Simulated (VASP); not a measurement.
# PtS2 (P-3m1) in VASP: a series of runs, part 2 of 2

VASP 6.6.1. Earlier steps stand in the parts before.

### 3 G0W0 quasiparticle levels, PBE

POSCAR

```
PtS2
1.0
    3.5432000000      0.0000000000      0.0000000000
   -1.7716000000      3.0685012107      0.0000000000
    0.0000000000      0.0000000000      5.0388000000
Pt S
1 2
Direct
    0.0000000000      0.0000000000      0.0000000000
    0.6666666667      0.3333333333      0.7730000000
    0.3333333333      0.6666666667      0.2270000000
```

INCAR.step1

```
PREC = Accurate ; ENCUT = 450
EDIFF = 1E-8 ; ISMEAR = 0
SIGMA = 0.01 ; LREAL = False
LASPH = True ; NELM = 100
ALGO = Normal ; LWAVE = True
LCHARG = False ; GGA = PE
```

INCAR.step2

```
PREC = Accurate ; ENCUT = 450
EDIFF = 1E-8 ; ISMEAR = 0
SIGMA = 0.01 ; LREAL = False
LASPH = True ; NELM = 1
ALGO = Exact ; LWAVE = True
LCHARG = False ; GGA = PE
NBANDS = 230 ; LOPTICS = True
ISTART = 1
```

INCAR.step3

```
PREC = Accurate ; ENCUT = 450
EDIFF = 1E-8 ; ISMEAR = 0
SIGMA = 0.01 ; LREAL = False
LASPH = True ; ALGO = EVGW0
LWAVE = False ; LCHARG = False
GGA = PE ; NELMGW = 1
NBANDS = 230 ; ENCUTGW = 260
NOMEGA = 48 ; PRECFOCK = Fast
ISTART = 1 ; NBANDSGW = 19
```

KPOINTS

```
regular mesh
0
Gamma
  3 3 2
```

Potentials or basis: VASP PAW PBE potentials, release 64 (Pt_GW, S_GW).

Command:

```
$ cat potpaw_PBE.64/Pt_GW/POTCAR potpaw_PBE.64/S_GW/POTCAR > POTCAR
$ cp INCAR.step1 INCAR
$ mpirun -np 1 vasp_std > vasp.out
$ cp INCAR.step2 INCAR
$ mpirun -np 1 vasp_std > vasp.out
$ cp INCAR.step3 INCAR
$ mpirun -np 1 vasp_std > vasp.out
```

OUTCAR:

```text
PREC = Accurate
   ENCUT = 450
   EDIFF = 1E-8
   ISMEAR = 0
   LREAL = False
   LASPH = True
   GGA = PE
   NELMGW = 1
   ENCUTGW = 260
   PRECFOCK = Fast
   ISTART = 1

 Found      6 irreducible k-points:

 Following reciprocal coordinates:
            Coordinates               Weight
  0.000000  0.000000  0.000000      1.000000
  0.333333 -0.000000  0.000000      6.000000
  0.333333  0.333333  0.000000      2.000000
  0.000000  0.000000  0.500000      1.000000
  0.333333 -0.000000  0.500000      6.000000
  0.333333  0.333333  0.500000      2.000000
   k-points           NKPTS =      6   k-points in BZ     NKDIM =     18   number of bands    NBANDS=    230
   number of dos      NEDOS =    301   number of ions     NIONS =      3
   total plane-waves  NPLWV =  28224
   dimension x,y,z NGX =    28 NGY =   28 NGZ =   36
   dimension x,y,z NGXF=    56 NGYF=   56 NGZF=   72
   ions per type =               1   2
   NGX,Y,Z   is equivalent  to a cutoff of  13.14, 13.14, 11.88 a.u.
   NGXF,Y,Z  is equivalent  to a cutoff of  26.28, 26.28, 23.76 a.u.
 SYSTEM =  unknown system
   PREC   = accura    normal or accurate (medium, high low for compatibility)
   ISTART =      1    job   : 0-new  1-cont  2-samecut
   ICHARG =      0    charge: 1-file 2-atom 10-const
   ISPIN  =      1    spin polarized calculation?
   LNONCOLLINEAR =      F non collinear calculations
   LSORBIT =      F    spin-orbit coupling
   LASPH  =      T    aspherical Exc in radial PAW
   ENCUT  =  450.0 eV  33.07 Ry    5.75 a.u.   6.13  6.13  8.72*2*pi/ulx,y,z
   NELM   =     60;   NELMIN=  2; NELMDL=  0     # of ELM steps
   EDIFF  = 0.1E-07   stopping-criterion for ELM
   LREAL  =      F    real-space projection
   EDIFFG = 0.1E-06   stopping-criterion for IOM
   NSW    =      0    number of steps for IOM
   IBRION =     -1    ionic relax: 0-MD 1-quasi-New 2-CG
   NFREE  =      0    steps in history (QN), initial steepest desc. (CG)
   ISIF   =      0    stress and relaxation
   ISYM   =      3    0-nonsym 1-usesym 2-fastsym
   POTIM  = 0.5000    time-step for ionic-motion
   TEBEG  =    0.0;   TEEND  =   0.0 temperature during run
   PSTRESS=    0.0 pullay stress
   NELECT =      22.0000    total number of electrons
   NUPDOWN=      -1.0000    fix difference up-down
   EMIN   =  10.00;   EMAX   =-10.00  energy-range for DOS
   EFERMI =   0.00;   METHOD = LEGACY
   ISMEAR =     0;   SIGMA  =   0.01  broadening in eV -4-tet -1-fermi 0-gaus
   EFERMI_NEDOS =   21; number of points for ismear=-14 and -15
   IALGO  =     38    algorithm
   IMIX   =      4    mixing-type and parameters
     AMIX     =   0.40;   BMIX     =  1.00
     AMIX_MAG =   1.60;   BMIX_MAG =  1.00
  volume/ion in A,a.u.               =      18.26       123.23
  Fermi-wavevector in a.u.,A,eV,Ry     =   1.207812  2.282434 19.848315  1.458810
  Thomas-Fermi vector in A             =   2.343439
   LORBIT       =      0    0 simple, 1 ext, 2 COOP (PROOUT), +10 PAW based schemes
   GGA     = PE    functional components
   LHFCALC =     T    Hartree Fock is set to
   PRECFOCK=fast      Normal, Fast or Accurate (Low or Medium for compatibility)
   ENCUT4O =  -1.0   cutoff for four orbital integrals eV
   NKREDX  =     1    reduce k-point grid by
   NKREDY  =     1    reduce k-point grid by
   NKREDZ  =     1    reduce k-point grid by
   AEXX    =    1.0000 exact exchange contribution
   HFSCREEN=    0.0000 screening length (either q_TF or 0.3 A-1)
   HFSCREENC=   0.0000 screening length for correlation (either q_TF or 0.3 A-1)
   ENCUTFOCK=  -1.0 apply spherical cutoff to Coloumb kernel
   IVDW    =     0    specifies the selected vdW correction
   LEPSILON=     F    determine dielectric tensor
   LRPA    =     F    only Hartree local field effects (RPA)
   LRPAFORCE           =     F    calculate RPA forces
   ENCUTGW             = 260.0    cutoff for response function in eV
   ENCUTGWSOFT         = 208.0    soft cutoff for Coulomb kernel in GW response function in eV
   ENCUTLF             =  -1.0    cutoff for local field effects
   NELMGW              =     1    number of iterations in solving QP/BSE equation
   NELMHF              =     1    number of iterations in the inner HF iteration
   NKREDLFX            =     1    NKREDLFY  =   1   NKREDLFZ  =   1
 non-spin polarized calculation
 Gauss-broadening in eV      SIGMA  =   0.01
  energy-cutoff  :      450.00
  volume of cell :       54.78
 maximum number of plane-waves:      1206
 NGX is ok and might be reduce to    28
  NGX = 14; NGY = 14; NGZ = 20
   NGX = 13   NGY = 13   NGZ = 17
 maximum number of plane-waves:       528

 QP shifts <psi_nk| G(iteration)W_0 |psi_nk>: iteration 1
 for sc-GW calculations column KS-energies equals QP-energies in previous step
 and V_xc(KS)=  KS-energies - (<T + V_ion + V_H > + <T+V_H+V_ion>^1  + <V_x>^1)

 k-point   1 :       0.0000    0.0000    0.0000
  band No.  KS-energies  QP-energies   sigma(KS)   V_xc(KS)     V^pw_x(r,r')   Z            occupation Imag(sigma)

      1      -8.8583      -9.1507     -13.6159     -13.1655     -21.5013       0.6493       2.0000       1.4747
      2      -5.6146      -6.1457     -14.7968     -14.0187     -21.2108       0.6825       2.0000       0.9649
      3      -0.3200      -0.9377     -14.0175     -13.1494     -18.0534       0.7115       2.0000       0.5002
      4      -0.3200      -0.9377     -14.0175     -13.1494     -18.0534       0.7115       2.0000       0.5002
      5      -0.2003      -0.8896     -12.9591     -11.9905     -17.6611       0.7116       2.0000       0.7162
      6       2.7428       2.0081     -13.9590     -12.9259     -18.0349       0.7112       2.0000       0.2614
[... 11 lines left out ...]
     18      18.6470      18.9373     -11.3207     -11.6953      -5.1189       0.7750       0.0000      -0.4775
     19      19.2651      19.5963     -11.9283     -12.3676      -5.7558       0.7540       0.0000      -0.4700
[... 96 lines left out ...]
      1      -6.5646      -7.0412     -14.6396     -13.9108     -21.4620       0.6540       2.0000       1.0077
      2      -6.5646      -7.0412     -14.6396     -13.9108     -21.4620       0.6540       2.0000       1.0077
      3       0.1604      -0.5702     -13.2591     -12.2549     -17.2951       0.7275       2.0000       0.4783
      4       0.1604      -0.5702     -13.2591     -12.2549     -17.2951       0.7275       2.0000       0.4783
      5       0.2052      -0.4594     -13.6905     -12.7892     -17.2706       0.7373       2.0000       0.4726
      6       2.3307       1.7222     -14.1033     -13.2671     -17.4454       0.7277       2.0000       0.3524
[... 11 lines left out ...]
     18      17.2992      17.4542     -10.9496     -11.1543      -5.1629       0.7575       0.0000      -0.3010
     19      17.2992      17.4542     -10.9496     -11.1543      -5.1629       0.7575       0.0000      -0.3010
```

OUTCAR.step1:

```text
PREC = Accurate
   ENCUT = 450
   EDIFF = 1E-8
   ISMEAR = 0
   LREAL = False
[... 218 lines left out ...]
      0.00000      0.00000      0.00000         0.000000      0.000000      0.000000
      1.77160      1.02283      3.89499        -0.000000      0.000000     -1.151666
     -0.00000      2.04567      1.14381        -0.000000      0.000000      1.151666
 -----------------------------------------------------------------------------------
    total drift:                                0.000000     -0.000000      0.000000

  FREE ENERGIE OF THE ION-ELECTRON SYSTEM (eV)
  ---------------------------------------------------
  free  energy   TOTEN  =       -15.3524392700 eV

  energy  without entropy=      -15.3524392700  energy(sigma->0) =      -15.35243927
```

OUTCAR.step2:

```text
PREC = Accurate
   ENCUT = 450
   EDIFF = 1E-8
   ISMEAR = 0
   LREAL = False
[... 601 lines left out ...]
     0.00000    14.30430    14.30430     8.82013     0.00000     0.00000    -0.00000
     1.80797    21.35404    21.35404    11.55488     0.00000     0.00000    -0.00000
     3.61595    10.58188    10.58188    11.97786     0.00000     0.00000    -0.00000
     5.42392     3.87404     3.87404     8.18716    -0.00000    -0.00000     0.00000
     7.23189     0.20913     0.20913     4.26809    -0.00000    -0.00000     0.00000
     9.03986    -1.26388    -1.26388    -0.83334    -0.00000     0.00000     0.00000
[... 92 lines left out ...]
   177.18131     0.97540     0.97540     0.97500    -0.00000    -0.00000     0.00000
   178.98928     0.97595     0.97595     0.97555    -0.00000    -0.00000     0.00000
```

Run time: 2.1 min. Hardware: 1 thread of Intel Xeon Platinum 8559C (Emerald Rapids), shared host; peak memory 0.65 GiB.

These settings aren't checked as converged: the numbers below hold their error.

What came out:

```yaml
Band_gap_on_the_k_mesh_mean-field_level: 1.18 eV, indirect (least direct gap 2.40 eV)
Quasiparticle_gap: 1.76 eV
Least_direct_quasiparticle_gap: 3.08 eV
```

Caveat: the k mesh is coarse (spacing up to 0.68 Å⁻¹), so the values aren't converged; bands, screening cutoff and mesh are small and nothing is extrapolated, so the quasiparticle values aren't converged; spin-orbit coupling is left out, which moves the levels of the heavy elements; an odd mesh through Γ misses points on the zone boundary, where band edges often lie.

### 4 Equation of state, PBE+D3(BJ), 16.61 Å³/atom (a relaxed cell with its volume scaled by 0.96)

INCAR

```
SYSTEM = PtS2
ALGO     = Normal         ! electronic algorithm
EDIFF    = 1E-6           ! SCF threshold, eV
ENCUT    = 520            ! plane-wave cutoff, eV
GGA      = PE             ! functional
ISIF     = 2              ! what is computed and relaxed
ISMEAR   = 0              ! smearing method
IVDW     = 12             ! dispersion correction
LASPH    = .True.         ! aspherical terms in the spheres
LCHARG   = .False.        ! write CHGCAR
LREAL    = .False.        ! projectors in reciprocal space
LWAVE    = .False.        ! write WAVECAR
NELM     = 80             ! most SCF steps
PREC     = Accurate       ! precision mode
SIGMA    = 0.02           ! smearing width, eV
```

KPOINTS

```
k-points
0
Gamma
  8 8 4
  0 0 0
```

POSCAR

```
PtS2                                    
1.0
    3.5310705114      0.0000000000     -0.0000000000
   -1.7655352557      3.0579967655      0.0000000000
    0.0000000000      0.0000000000      4.6152525863
  Pt              S             
     1     2
Direct
     0.0000000000000000    1.0000000000000000    0.0000000000000000
     0.6666666667000030    0.3333333332999970    0.7425297764942204
     0.3333333332999970    0.6666666667000030    0.2574702235057798
```

Potentials or basis: VASP PAW PBE potentials, release 64 (Pt, S).

Command:

```
$ cat potpaw_PBE.64/Pt/POTCAR potpaw_PBE.64/S/POTCAR > POTCAR
$ mpirun -np 1 vasp_std > vasp.out
```

It took 23 s on 1 thread of AMD EPYC 7R13 (Zen 3), shared host; peak memory 0.16 GiB.

It converged, with:

```yaml
Free_energy: -16.6282 eV
Pressure: 6.6 GPa
Largest_force: 0.513 eV/Å
Band_gap_on_the_k_mesh: 0.19 eV, indirect (least direct gap 0.75 eV)
Dispersion_energy_per_atom: -0.470 eV
```

Caveat: spin-orbit coupling is left out, which moves the levels of the heavy elements.

### 5 Equation of state, PBE+D3(BJ), 16.96 Å³/atom (a relaxed cell with its volume scaled by 0.98)

INCAR is that of step 4.

KPOINTS is that of step 4.

POSCAR

```
PtS2                                    
1.0
    3.5554234914      0.0000000000     -0.0000000000
   -1.7777117457      3.0790870648      0.0000000000
    0.0000000000      0.0000000000      4.6470829203
  Pt              S             
     1     2
Direct
     0.0000000000000000    1.0000000000000000    0.0000000000000000
     0.6666666667000030    0.3333333332999970    0.7425297764942204
     0.3333333332999970    0.6666666667000030    0.2574702235057798
```

Command:

```
$ cat potpaw_PBE.64/Pt/POTCAR potpaw_PBE.64/S/POTCAR > POTCAR
$ mpirun -np 1 vasp_std > vasp.out
```

It took 27 s on 1 thread of AMD EPYC 7R13 (Zen 3), shared host; peak memory 0.16 GiB.

Results (log left out):

| Property | Result |
| --- | --- |
| Free energy | -16.6600 eV |
| Pressure | 3.1 GPa |
| Largest force | 0.246 eV/Å |
| Band gap on the k mesh | 0.18 eV, indirect (least direct gap 0.73 eV) |
| Dispersion energy per atom | -0.460 eV |

Caveat: spin-orbit coupling is left out, which moves the levels of the heavy elements.

### 6 Equation of state, PBE+D3(BJ), 17.30 Å³/atom

INCAR is that of step 5.

KPOINTS is that of step 5.

POSCAR

```
PtS2                                    
1.0
    3.5794473519      0.0000000000     -0.0000000000
   -1.7897236759      3.0998923382      0.0000000000
    0.0000000000      0.0000000000      4.6784830817
  Pt              S             
     1     2
Direct
     0.0000000000000000    1.0000000000000000    0.0000000000000000
     0.6666666667000030    0.3333333332999970    0.7425297764942204
     0.3333333332999970    0.6666666667000030    0.2574702235057798
```

Potentials or basis: VASP PAW PBE potentials, release 64 (Pt, S).

Command:

```
$ cat potpaw_PBE.64/Pt/POTCAR potpaw_PBE.64/S/POTCAR > POTCAR
$ mpirun -np 1 vasp_std > vasp.out
```

Run time: 21 s. Hardware: 1 thread of AMD EPYC 7R13 (Zen 3), shared host; peak memory 0.16 GiB.

The run converged. Its results:

* Free energy: -16.6702 eV
* Pressure: -0.1 GPa
* Band gap on the k mesh: 0.17 eV, indirect (least direct gap 0.70 eV)
* Dispersion energy per atom: -0.451 eV

Caveat: spin-orbit coupling is left out, which moves the levels of the heavy elements.

### 7 Equation of state, PBE+D3(BJ), 17.65 Å³/atom (a relaxed cell with its volume scaled by 1.02)

INCAR is that of step 6.

KPOINTS is that of step 6.

POSCAR

```
PtS2                                    
1.0
    3.6031529921      0.0000000000     -0.0000000000
   -1.8015764960      3.1204220248      0.0000000000
    0.0000000000      0.0000000000      4.7094673164
  Pt              S             
     1     2
Direct
     0.0000000000000000    1.0000000000000000    0.0000000000000000
     0.6666666667000030    0.3333333332999970    0.7425297764942204
     0.3333333332999970    0.6666666667000030    0.2574702235057798
```

Command:

```
$ cat potpaw_PBE.64/Pt/POTCAR potpaw_PBE.64/S/POTCAR > POTCAR
$ mpirun -np 1 vasp_std > vasp.out
```

It took 21 s on 1 thread of AMD EPYC 7R13 (Zen 3), shared host; peak memory 0.16 GiB.

It converged, with:

```
Free energy                : -16.6610 eV
Pressure                   : -2.9 GPa
Largest force              : 0.221 eV/Å
Band gap on the k mesh     : 0.17 eV, indirect (least direct gap 0.68 eV)
Dispersion energy per atom : -0.442 eV
```

Caveat: spin-orbit coupling is left out, which moves the levels of the heavy elements.

### 8 Equation of state, PBE+D3(BJ), 18.00 Å³/atom (a relaxed cell with its volume scaled by 1.04)

INCAR is that of step 7.

KPOINTS is that of step 7.

POSCAR

```
PtS2                                    
1.0
    3.6265507450      0.0000000000     -0.0000000000
   -1.8132753725      3.1406850733      0.0000000000
    0.0000000000      0.0000000000      4.7400491299
  Pt              S             
     1     2
Direct
     0.0000000000000000    1.0000000000000000    0.0000000000000000
     0.6666666667000030    0.3333333332999970    0.7425297764942204
     0.3333333332999970    0.6666666667000030    0.2574702235057798
```

Command:

```
$ cat potpaw_PBE.64/Pt/POTCAR potpaw_PBE.64/S/POTCAR > POTCAR
$ mpirun -np 1 vasp_std > vasp.out
```

Run time: 34 s. Hardware: 1 thread of AMD EPYC 7R13 (Zen 3), shared host; peak memory 0.16 GiB.

Results (log left out):

```yaml
Free_energy: -16.6347 eV
Pressure: -5.4 GPa
Largest_force: 0.426 eV/Å
Band_gap_on_the_k_mesh: 0.16 eV, indirect (least direct gap 0.65 eV)
Dispersion_energy_per_atom: -0.433 eV
```

Caveat: spin-orbit coupling is left out, which moves the levels of the heavy elements.

### 9 Equation of state, PBE+D3(BJ)

This run uses another cell than the first one, of 17.30 Å³/atom, 0.948 times its volume.

Potentials or basis: VASP PAW PBE potentials, release 64 (Pt, S).

No new run: the results of the series are fitted here.

Results:

| Quantity | Value |
| --- | --- |
| Equilibrium volume | 17.31 Å³/atom |
| Bulk modulus at fixed shape and positions | 149 GPa |
| Pressure derivative of the bulk modulus | 4.8 (rough: it moves with the points fitted) |

Energy against volume, from the lowest point:
```tsv
volume (Å³/atom)	energy (meV/atom)
16.612	14.01
16.958	3.39
17.304	0.00
17.650	3.06
17.996	11.83
```

Caveat: the cell was scaled at fixed shape and fractional positions, which overstates the stiffness of a crystal with free parameters, most of all of layers and chains. The run has no spin-orbit coupling, so splittings on Pt are missing.
